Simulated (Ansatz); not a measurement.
Structures of CoSi2: which is lowest?

Plane-wave DFT in Ansatz with scalar-relativistic PAW potentials, cutoff 420 eV, Γ-centred meshes chosen by cell and gap, Gaussian smearing with energies taken to zero width. Every cell was relaxed (cell and atoms) in a run of its own, within the symmetry of its start. Functional: PBEsol.

Relaxed structures (starts from databases or built by putting these elements on another compound's sites):
A. Fm-3m, 3 atoms in the computed cell, a = 5.312 Å; sites (symmetry × multiplicity) Co m-3m × 4, Si -43m × 8; start: database
B. I4/mcm, 6 atoms in the computed cell, a = 5.432 Å, c = 4.807 Å; sites (symmetry × multiplicity) Co 422 × 4, Si m.2m × 8; start: built

Rank them by energy. Could pressure change the order?

```csv
structure,group,E − E(lowest) (meV/atom),V (Å³/atom),gap on mesh (eV)
A,Fm-3m,0.0,12.49,0.00
B,I4/mcm,100,11.82,0.00
```

A is lowest, 100 meV/atom under B. B is denser by 0.67 Å³/atom, so pressure favours it: ΔE/ΔV, with ΔE in eV and 1 eV/Å³ = 160.2 GPa, gives about 24 GPa for equal enthalpy if both cells were rigid; at such pressures compression changes ΔV much, so this is a scale only. Other structures may lie lower than all of these, and vibrations aren't counted.

Spin polarisation was left out, and a magnetic state may lie lower.